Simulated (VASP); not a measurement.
Here is a VASP 6.6.1 calculation.

POSCAR

```
NaCl
1.0
    0.0000000000      2.7940632177      2.7940632177
    2.7940632177      0.0000000000      2.7940632177
    2.7940632177      2.7940632177      0.0000000000
Cl Na
1 1
Direct
    0.5000000000      0.5000000000      0.5000000000
    0.0000000000      0.0000000000      0.0000000000
```

The input INCAR.step1:

```
PREC     = Accurate       # precision mode
ENCUT    = 520            # plane-wave cutoff, eV
EDIFF    = 1E-8           # SCF threshold, eV
ISMEAR   = 0              # smearing method
SIGMA    = 0.02           # smearing width, eV
LREAL    = False          # projectors in reciprocal space
LASPH    = True           # aspherical terms in the spheres
NELM     = 60             # most SCF steps
ALGO     = Normal         # electronic algorithm
ISIF     = 2              # what is computed and relaxed
LWAVE    = False          # write WAVECAR
LCHARG   = False          # write CHGCAR
GGA      = PE             # functional
LEPSILON = True           # dielectric tensor by DFPT
KPAR     = 4
```

The input KPOINTS.step1:

```
Automatic mesh
0
G
  8 8 8
  0 0 0
```

Contents of INCAR.step2:

```
PREC     = Accurate       # precision mode
ENCUT    = 520            # plane-wave cutoff, eV
EDIFF    = 1E-5           # SCF threshold, eV
ISMEAR   = 0              # smearing method
SIGMA    = 0.02           # smearing width, eV
LREAL    = False          # projectors in reciprocal space
LASPH    = True           # aspherical terms in the spheres
NELM     = 60             # most SCF steps
ALGO     = Normal         # electronic algorithm
ISIF     = 2              # what is computed and relaxed
LWAVE    = True           # write WAVECAR
LCHARG   = False          # write CHGCAR
NBANDS   = 14             # bands
GGA      = PE             # functional
KPAR     = 4
```

File KPOINTS.step2:

```
Automatic mesh
0
Gamma
  6 6 6
```

Contents of INCAR.step3:

```
PREC     = Accurate       # precision mode
ENCUT    = 520            # plane-wave cutoff, eV
EDIFF    = 1E-6           # SCF threshold, eV
ISMEAR   = 0              # smearing method
SIGMA    = 0.02           # smearing width, eV
LREAL    = False          # projectors in reciprocal space
LASPH    = True           # aspherical terms in the spheres
NELM     = 60             # most SCF steps
ALGO     = Normal         # electronic algorithm
ISIF     = 2              # what is computed and relaxed
LWAVE    = False          # write WAVECAR
LCHARG   = False          # write CHGCAR
METAGGA  = R2SCAN         # meta-GGA
LHFCALC  = True           # exact exchange
AEXX     = 0.3958         # exact-exchange fraction
LMIXTAU  = True         
PRECFOCK = Fast         
HFRCUT   = -1           
NBANDS   = 14             # bands
ISTART   = 1            
KPAR     = 4
```

Contents of KPOINTS.step3:

```
Automatic mesh
0
Gamma
  6 6 6
```

Contents of KPOINTS_OPT:

```
path GXWKGLUWLK,UX
12
line-mode
reciprocal
 0.0000000000  0.0000000000  0.0000000000  G
 0.5000000000  0.0000000000  0.5000000000  X

 0.5000000000  0.0000000000  0.5000000000  X
 0.5000000000  0.2500000000  0.7500000000  W

 0.5000000000  0.2500000000  0.7500000000  W
 0.3750000000  0.3750000000  0.7500000000  K

 0.3750000000  0.3750000000  0.7500000000  K
 0.0000000000  0.0000000000  0.0000000000  G

 0.0000000000  0.0000000000  0.0000000000  G
 0.5000000000  0.5000000000  0.5000000000  L

 0.5000000000  0.5000000000  0.5000000000  L
 0.6250000000  0.2500000000  0.6250000000  U

 0.6250000000  0.2500000000  0.6250000000  U
 0.5000000000  0.2500000000  0.7500000000  W

 0.5000000000  0.2500000000  0.7500000000  W
 0.5000000000  0.5000000000  0.5000000000  L

 0.5000000000  0.5000000000  0.5000000000  L
 0.3750000000  0.3750000000  0.7500000000  K

 0.6250000000  0.2500000000  0.6250000000  U
 0.5000000000  0.0000000000  0.5000000000  X
```

Potentials or basis: VASP PAW PBE potentials, release 64 (Cl, Na_pv).

Run with:

```console
$ cat potpaw_PBE.64/Cl/POTCAR potpaw_PBE.64/Na_pv/POTCAR > POTCAR
$ cp INCAR.step1 INCAR
$ cp KPOINTS.step1 KPOINTS
$ mpirun -np 4 vasp_std > vasp.out
$ cp INCAR.step2 INCAR
$ cp KPOINTS.step2 KPOINTS
$ mpirun -np 4 vasp_std > vasp.out
$ cp INCAR.step3 INCAR
$ cp KPOINTS.step3 KPOINTS
$ mpirun -np 4 vasp_std > vasp.out
```

Q: Predict the pressure.

A: -0.1 GPa.

Q: What does it give for the band gap on the k mesh?

A: 8.82 eV, direct.

Q: What does it give for the band gap along the path?

A: 8.82 eV, direct.

Levels at the corners of the path, in eV from the valence-band top:
```csv
point,band 5,band 6,band 7,band 8,band 9,band 10
Γ,0.00,0.00,0.00,8.82,14.95,14.95
X,-2.00,-0.73,-0.73,11.47,11.49,15.52
X,-2.00,-0.73,-0.73,11.47,11.49,15.52
W,-1.43,-1.43,-0.89,12.93,13.47,13.47
W,-1.43,-1.43,-0.89,12.93,13.47,13.47
K,-1.70,-1.32,-0.61,11.98,12.94,14.55
K,-1.70,-1.32,-0.61,11.98,12.94,14.55
Γ,0.00,0.00,0.00,8.82,14.95,14.95
Γ,0.00,0.00,0.00,8.82,14.95,14.95
L,-2.27,-0.33,-0.33,10.84,14.97,14.97
L,-2.27,-0.33,-0.33,10.84,14.97,14.97
U,-1.70,-1.32,-0.61,11.98,12.94,14.55
U,-1.70,-1.32,-0.61,11.98,12.94,14.55
W,-1.43,-1.43,-0.89,12.93,13.47,13.47
W,-1.43,-1.43,-0.89,12.93,13.47,13.47
L,-2.27,-0.33,-0.33,10.84,14.97,14.97
L,-2.27,-0.33,-0.33,10.84,14.97,14.97
K,-1.70,-1.32,-0.61,11.98,12.94,14.55
U,-1.70,-1.32,-0.61,11.98,12.94,14.55
X,-2.00,-0.73,-0.73,11.47,11.49,15.52
```

Caveat: the PAW data sets were made with another functional, which shifts forces and pressure a little.
